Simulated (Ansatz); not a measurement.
PbSe (Clausthalite):

```
CELL_PARAMETERS angstrom
0.00000 3.06065 3.06065
3.06065 0.00000 3.06065
3.06065 3.06065 0.00000
ATOMIC_POSITIONS crystal
Pb 0.00000 0.00000 0.00000
Se 0.50000 0.50000 0.50000
```

Program: Ansatz 0.2.0. Alike in all runs: task band structure; potentials or basis Ansatz PAW; cell as given; smearing fermi-dirac 0.05 eV. Hardware: 2 threads of Arm Neoverse V1, on a shared host.

Order these runs on this cell by their wall time, lowest first.
A. level r2SCAN; spin off; k mesh 8 × 8 × 8; cutoff (eV) 500; points for each segment of the path 14; mesh quality not flagged
B. level r2SCAN; spin SOC, no magnetisation; k mesh 6 × 6 × 6; cutoff (eV) 500; points for each segment of the path 14; mesh quality not flagged
C. level BLYP; spin off; k mesh 8 × 8 × 8; cutoff (eV) 420; points for each segment of the path 14; mesh quality not flagged
D. level HSEsol; spin off; k mesh 4 × 4 × 4; cutoff (eV) 420; points for each segment of the path 4; mesh quality coarse

C (3.3 s), A (8.9 s), B (58 s), D (130 s).

Caveats: some runs use coarse meshes.

Runs at the PBE level aren't shown here.
